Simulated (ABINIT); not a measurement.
# A GW run on LiF (Griceite) in ABINIT, with inputs changed

A base run on LiF (Griceite), then changed inputs.

Calculated with ABINIT 10.8.3; PBE and many-body steps on it, plane waves.

### Step 1. The structure

It takes space group Fm-3m (No. 225, cubic). Conventional cell: a = 4.028 Å, b = 4.028 Å, c = 4.028 Å, α = 90.00°, β = 90.00°, γ = 90.00°. Li has 6 F at 2.01 Å nearest. Nearest to F lie 6 Li at 2.01 Å. Farther neighbours and most contacts between anions are not listed.

The cell and positions come from the Crystallography Open Database and are kept as given unless a step says otherwise.

### Step 2. Screening, 8×8×8 mesh, 142 bands, screening to 304.8 eV

This step: ABINIT 10.8.3; RPA screening on PBE, plane waves, norm-conserving pseudopotentials.

The RPA dielectric matrix is built and inverted for each q.

Input file run.abi:

```
acell 3*1.0 Angstrom
rprim 
  0.000000000000 2.014000000000 2.014000000000
  2.014000000000 0.000000000000 2.014000000000
  2.014000000000 2.014000000000 -0.000000000000
ntypat 2
znucl 3 9
natom 2
typat 1 2
xred 
  0.000000000000 0.000000000000 0.000000000000
  0.500000000000 0.500000000000 0.500000000000
pp_dirpath "pseudos"
pseudos "Li.upf, F.upf"
ecut 36
ngkpt 8 8 8
nshiftk 1
shiftk 0 0 0
kptopt 1
chksymbreak 0
istwfk *1
occopt 1
irdwfk 1
optdriver 3
nband 142
ecuteps 11.2
inclvkb 2
awtr 1
symchi 1
indata_prefix "in"
outdata_prefix "out"
tmpdata_prefix "tmp"
```

Command:

```console
> OMP_NUM_THREADS=1 mpirun -n 4 abinit run.abi > log
```

The log of the run:

```text
.Version 10.8.3 of ABINIT. v10.8.2 released Aug 2026.

 Symmetries : space group Fm -3 m (#225); Bravais cF (face-center cubic)
[... echo of the input left out ...]
== DATASET  1 ==================================================================
-   mpi_nproc: 4, omp_nthreads: 1 (-1 if OMP is not activated)

--- !DatasetInfo
iteration_state: {dtset: 1, }
dimensions: {natom: 2, nkpt: 29, mband: 142, nsppol: 1, nspinor: 1, nspden: 1, mpw: 1158, }
cutoff_energies: {ecut:  36.0, pawecutdg:  -1.0, }
electrons: {nelect:   1.00000000E+01, charge:   0.00000000E+00, occopt:   1.00000000E+00, tsmear:   1.00000000E-02, }

 SCREENING: Calculation of the susceptibility and dielectric matrices

 Based on a program developped by R.W. Godby, V. Olevano, G. Onida, and L. Reining.
 Incorporated in ABINIT by V. Olevano, G.-M. Rignanese, and M. Torrent.
.Using double precision arithmetic ; gwpc =  8

[... cell and pseudopotentials left out ...]
--------------------------------------------------------------------------------

 ==== K-mesh for the wavefunctions ====
 Number of points in the irreducible wedge :    29
[... list of points left out ...]
 Together with 48 symmetry operations and time-reversal symmetry
 yields   512 points in the full Brillouin Zone.

 ==== Q-mesh for the screening function ====
 Number of points in the irreducible wedge :    29
[... list of points left out ...]
 Together with 48 symmetry operations and time-reversal symmetry
 yields   512 points in the full Brillouin Zone.

 setmesh: FFT mesh size selected  =    24x   24x   24
          total number of points  =        13824

 vcoul_init : cutoff-mode = AUXILIARY_FUNCTION
 q-points for optical limit:   1
     1)      0.000010    0.000020    0.000030

- screening: taking advantage of time-reversal symmetry
- Maximum band index for partially occupied states nbvw = 5
- Remaining bands to be divided among processors   nbcw = 137
- Number of bands treated by each node ~34

 Number of electrons calculated from density =   10.0000; Expected =   10.0000
 average of density, n =  0.090697
 r_s =    1.3807
 omega_plasma =   29.0505 [eV]

 calculating chi0 at frequencies [eV] :
  1    0.000000E+00    0.000000E+00
  2    0.000000E+00    2.905047E+01

--------------------------------------------------------------------------------
  q-point number  1        q = ( 0.000000, 0.000000, 0.000000) [r.l.u.]
--------------------------------------------------------------------------------
[... chi0 elements left out ...]
 For q-point:  0.000010 0.000020 0.000030
  dielectric constant =   1.9653
  dielectric constant without local fields =   2.0785

  Average fulfillment of the sum rule on Im[epsilon] for q-point    1 :     88.63  [%]
[... wings left out ...]
  q-point number  2        q = ( 0.125000, 0.000000, 0.000000) [r.l.u.]
--------------------------------------------------------------------------------
[... chi0 elements left out ...]
  Average fulfillment of the sum rule on Im[epsilon] for q-point    2 :     98.12  [%]

 [... 27 further q-points ...]
```

Elapsed: 5.9 min, on 4 MPI ranks of Arm Neoverse V1, shared host; peak memory 1.6 GiB.

This step gave:

- ε∞ with local fields, on this mesh, along the program's q direction: 1.965
- the same without local fields: 2.079
- plasma frequency: 29.05 eV
- plane waves in the screening matrix: 181

Local fields lower ε∞ by 5 %.

### Step 3. Base

The self-energy is evaluated for the states that the input lists, and the levels follow from it, in one-shot runs by the linearised quasiparticle equation.

This step: G0W0 on PBE, plane waves, norm-conserving pseudopotentials.

run.abi: that of step 2 with these lines changed.

```diff
@@ -23,8 +23,15 @@
 irdwfk 1
-optdriver 3
+optdriver 4
 nband 142
+gwcalctyp 0
+ecutsigx 36
+symsigma 1
+nkptgw 1
+kptgw 
+  0.0000000000 0.0000000000 0.0000000000
+bdgw 
+  3 9
 ecuteps 11.2
-inclvkb 2
-awtr 1
-symchi 1
+irdscr 1
+ppmodel 1
 indata_prefix "in"
```

The log of the run:

```text
.Version 10.8.3 of ABINIT. v10.8.2 released Aug 2026.

 Symmetries : space group Fm -3 m (#225); Bravais cF (face-center cubic)
[... echo of the input left out ...]
== DATASET  1 ==================================================================
-   mpi_nproc: 4, omp_nthreads: 1 (-1 if OMP is not activated)

--- !DatasetInfo
iteration_state: {dtset: 1, }
dimensions: {natom: 2, nkpt: 29, mband: 142, nsppol: 1, nspinor: 1, nspden: 1, mpw: 1158, }
cutoff_energies: {ecut:  36.0, pawecutdg:  -1.0, }
electrons: {nelect:   1.00000000E+01, charge:   0.00000000E+00, occopt:   1.00000000E+00, tsmear:   1.00000000E-02, }

 SIGMA: Calculation of the GW corrections

 Based on a program developped by R.W. Godby, V. Olevano, G. Onida, and L. Reining.
 Incorporated in ABINIT by V. Olevano, G.-M. Rignanese, and M. Torrent.
.Using double precision arithmetic ; gwpc =  8

[... cell and pseudopotentials left out ...]
--------------------------------------------------------------------------------

 ==== K-mesh for the wavefunctions ====
 Number of points in the irreducible wedge :    29
[... list of points left out ...]
 Together with 48 symmetry operations and time-reversal symmetry
 yields   512 points in the full Brillouin Zone.

 ==== Q-mesh for screening function ====
 Number of points in the irreducible wedge :    29
[... list of points left out ...]
 Together with 48 symmetry operations and time-reversal symmetry
 yields   512 points in the full Brillouin Zone.

 vcoul_init : cutoff-mode = AUXILIARY_FUNCTION
 q-points for optical limit:   1
     1)      0.000010    0.000020    0.000030
 setmesh: FFT mesh size selected  =    30x   30x   30
          total number of points  =        27000

 Number of electrons calculated from density =   10.0000; Expected =   10.0000
 average of density, n =  0.090697
 r_s =    1.3807
 omega_plasma =   29.0505 [eV]

 === KS Band Gaps ===
  >>>> For spin  1
   Minimum direct gap =   9.1146 [eV], located at k-point      :   0.0000  0.0000  0.0000
   Fundamental gap    =   9.1146 [eV], Top of valence bands at :   0.0000  0.0000  0.0000
                                       Bottom of conduction at :   0.0000  0.0000  0.0000
 SIGMA fundamental parameters:
 PLASMON POLE MODEL  1
 number of plane-waves for SigmaX                 1139
 number of plane-waves for SigmaC and W            181
 number of plane-waves for wavefunctions          1139
 number of bands                                   142
 number of independent spin polarizations            1
 number of spinorial components                      1
 number of k-points in IBZ                          29
 number of q-points in IBZ                          29
 number of symmetry operations                      48
 number of k-points in BZ                          512
 number of q-points in BZ                          512
 number of frequencies for dSigma/dE                 9
 frequency step for dSigma/dE [eV]                0.25
 number of omega for Sigma on real axis              0
 max omega for Sigma on real axis  [eV]           0.00
 zcut for avoiding poles [eV]                     0.10

 EPSILON^-1 parameters (SCR file):
 dimension of the eps^-1 matrix on file            181
 dimension of the eps^-1 matrix used               181
 number of plane-waves for wavefunctions          1139
 number of bands                                   142
 number of q-points in IBZ                          29
 number of frequencies                               2
 number of real frequencies                          1
 number of imag frequencies                          1

 matrix elements of self-energy operator (all in [eV])

 Perturbative Calculation

--- !SelfEnergy_ee
iteration_state: {dtset: 1, }
kpoint     : [   0.000,    0.000,    0.000, ]
spin       : 1
KS_gap     :    9.115
QP_gap     :   13.442
Delta_QP_KS:    4.327
data: !SigmaeeData |
     Band     E0 <VxcDFT>   SigX SigC(E0)      Z dSigC/dE  Sig(E)    E-E0       E
        3  -0.974 -23.053 -30.736   4.331   0.826  -0.211 -25.822  -2.769  -3.743
        4  -0.974 -23.053 -30.736   4.331   0.826  -0.211 -25.822  -2.769  -3.743
        5  -0.974 -23.053 -30.736   4.331   0.826  -0.211 -25.822  -2.769  -3.743
        6   8.141 -11.451  -6.603  -3.098   0.891  -0.123  -9.892   1.558   9.699
        7  23.017 -10.011  -3.078  -4.155   0.883  -0.132  -7.558   2.453  25.470
        8  23.017 -10.011  -3.078  -4.155   0.883  -0.132  -7.558   2.453  25.470
        9  23.017 -10.011  -3.078  -4.155   0.883  -0.132  -7.558   2.453  25.470

== END DATASET(S) ==============================================================
================================================================================

 -outvars: echo values of variables after computation  --------
           etotal      0.0000000000E+00
            nband         142
             nkpt          29
          spgroup         225
 [... the other variables as echoed above ...]

 Calculation completed.
```

Run time: 15 s. Hardware: 4 MPI ranks; peak memory 1.4 GiB; 59 s of CPU time.

Numbers from this step:

```
G0W0 gap on the points computed              : 13.44 eV
starting gap on the mesh                     : 9.115 eV
k of the valence top                         : 0, 0, 0
k of the conduction bottom                   : 0, 0, 0
Z at the valence top                         : 0.826
Z at the conduction bottom                   : 0.891
least direct G0W0 gap on the computed points : 13.44 eV
```

The gap on the mesh goes from 9.11 eV to 13.44 eV, a correction of +4.33 eV.

### Step 4. Coulomb singularity

run.abi: that of step 3 with these lines changed.

```diff
@@ -36,2 +36,3 @@
 ppmodel 1
+gw_icutcoul 7
 indata_prefix "in"
```

The log of the run:

```text
.Version 10.8.3 of ABINIT. v10.8.2 released Aug 2026.

 Symmetries : space group Fm -3 m (#225); Bravais cF (face-center cubic)
[... echo of the input left out ...]
== DATASET  1 ==================================================================
-   mpi_nproc: 4, omp_nthreads: 1 (-1 if OMP is not activated)

--- !DatasetInfo
iteration_state: {dtset: 1, }
dimensions: {natom: 2, nkpt: 29, mband: 142, nsppol: 1, nspinor: 1, nspden: 1, mpw: 1158, }
cutoff_energies: {ecut:  36.0, pawecutdg:  -1.0, }
electrons: {nelect:   1.00000000E+01, charge:   0.00000000E+00, occopt:   1.00000000E+00, tsmear:   1.00000000E-02, }

 SIGMA: Calculation of the GW corrections

 Based on a program developped by R.W. Godby, V. Olevano, G. Onida, and L. Reining.
 Incorporated in ABINIT by V. Olevano, G.-M. Rignanese, and M. Torrent.
.Using double precision arithmetic ; gwpc =  8

[... cell and pseudopotentials left out ...]
--------------------------------------------------------------------------------

 ==== K-mesh for the wavefunctions ====
 Number of points in the irreducible wedge :    29
[... list of points left out ...]
 Together with 48 symmetry operations and time-reversal symmetry
 yields   512 points in the full Brillouin Zone.

 ==== Q-mesh for screening function ====
 Number of points in the irreducible wedge :    29
[... list of points left out ...]
 Together with 48 symmetry operations and time-reversal symmetry
 yields   512 points in the full Brillouin Zone.

 vcoul_init : cutoff-mode = AUX_GB
 q-points for optical limit:   1
     1)      0.000010    0.000020    0.000030
 setmesh: FFT mesh size selected  =    30x   30x   30
          total number of points  =        27000

 Number of electrons calculated from density =   10.0000; Expected =   10.0000
[...]
number of q-points in BZ                          512
 number of frequencies for dSigma/dE                 9
 frequency step for dSigma/dE [eV]                0.25
 number of omega for Sigma on real axis              0
 max omega for Sigma on real axis  [eV]           0.00
 zcut for avoiding poles [eV]                     0.10

 EPSILON^-1 parameters (SCR file):
 dimension of the eps^-1 matrix on file            181
 dimension of the eps^-1 matrix used               181
 number of plane-waves for wavefunctions          1139
 number of bands                                   142
 number of q-points in IBZ                          29
 number of frequencies                               2
 number of real frequencies                          1
 number of imag frequencies                          1

 matrix elements of self-energy operator (all in [eV])

 Perturbative Calculation

--- !SelfEnergy_ee
iteration_state: {dtset: 1, }
kpoint     : [   0.000,    0.000,    0.000, ]
spin       : 1
KS_gap     :    9.115
QP_gap     :   13.439
Delta_QP_KS:    4.325
data: !SigmaeeData |
     Band     E0 <VxcDFT>   SigX SigC(E0)      Z dSigC/dE  Sig(E)    E-E0       E
        3  -0.974 -23.053 -30.730   4.329   0.826  -0.210 -25.818  -2.765  -3.739
        4  -0.974 -23.053 -30.730   4.329   0.826  -0.210 -25.818  -2.765  -3.739
        5  -0.974 -23.053 -30.730   4.329   0.826  -0.210 -25.818  -2.765  -3.739
        6   8.141 -11.451  -6.603  -3.097   0.891  -0.123  -9.891   1.560   9.700
        7  23.017 -10.011  -3.078  -4.153   0.883  -0.132  -7.556   2.455  25.472
        8  23.017 -10.011  -3.078  -4.153   0.883  -0.132  -7.556   2.455  25.472
        9  23.017 -10.011  -3.078  -4.153   0.883  -0.132  -7.556   2.455  25.472

== END DATASET(S) ==============================================================
================================================================================

 -outvars: echo values of variables after computation  --------
           etotal      0.0000000000E+00
            nband         142
             nkpt          29
          spgroup         225
 [... the other variables as echoed above ...]

 Calculation completed.
```

The job ended after 15 s (4 MPI ranks; peak memory 1.4 GiB).

This step gave:

```
G0W0 gap on the points computed              : 13.44 eV
starting gap on the mesh                     : 9.115 eV
k of the valence top                         : 0, 0, 0
k of the conduction bottom                   : 0, 0, 0
Z at the valence top                         : 0.826
Z at the conduction bottom                   : 0.891
least direct G0W0 gap on the computed points : 13.44 eV
```

Against G0W0 in ABINIT (8×8×8 mesh, 142 bands, screening to 304.8 eV, Godby-Needs plasmon pole), the gap moves by −0.003 eV.

### Step 5. The runs together

Times are wall times on 4 MPI ranks of Arm Neoverse V1, shared host, good to a factor of about two. A run's time includes the screening step that it read.

```tsv
run	mesh	bands	screening cutoff (eV)	DFT gap (eV)	gap on the mesh (eV)	direct (eV)	ε∞ used	time
base	8×8×8	142	304.8	9.115	13.442	13.442	1.97	6.1 min
Coulomb singularity	8×8×8	142	304.8	9.115	13.439	13.439	1.97	6.1 min
```

### Step 6. Outcome

```json
{
  "base": "13.442 eV",
  "Coulomb singularity": "13.439 eV",
  "known limits": "not at the basis limit"
}
```

What this shows: Coulomb singularity: −0.003 eV against base (keys changed: gw_icutcoul). Bands and cutoff are finite, so the gap is not at the basis limit. The miss can reach some tenths of an eV and take either sign; the mesh is an error of its own. In the G0W0 runs levels were corrected at 1 k point alone, so a gap called «on the mesh» is the least over those, and an edge elsewhere would be missed.

[Paths, hosts, dates, memory and timing lines, banners, echoed tables and standing remarks are left out of the program output.]

[Logs are printed without paths, hosts, clocks, repeated set-up lines and the standing remarks that a program may print on its own settings, such as how far it seeks lower states.]

[Runs of the session that timed out or met a known fault of the program may be left out.]

[Hosts, paths, dates, database ids (printed as entryN), source tags and the programs' standing remarks are cut or masked in the printed files.]

[G0W0 gaps are taken among the corrected bands and points alone; a level outside them can change the order at an edge.]

[Where Ansatz stands beside ABINIT at settings called matched, ABINIT's density can come from a denser mesh and the files from another edition; pairs whose starting gaps differed by over 0.03 eV were left out, so agreement reads better than it is.]
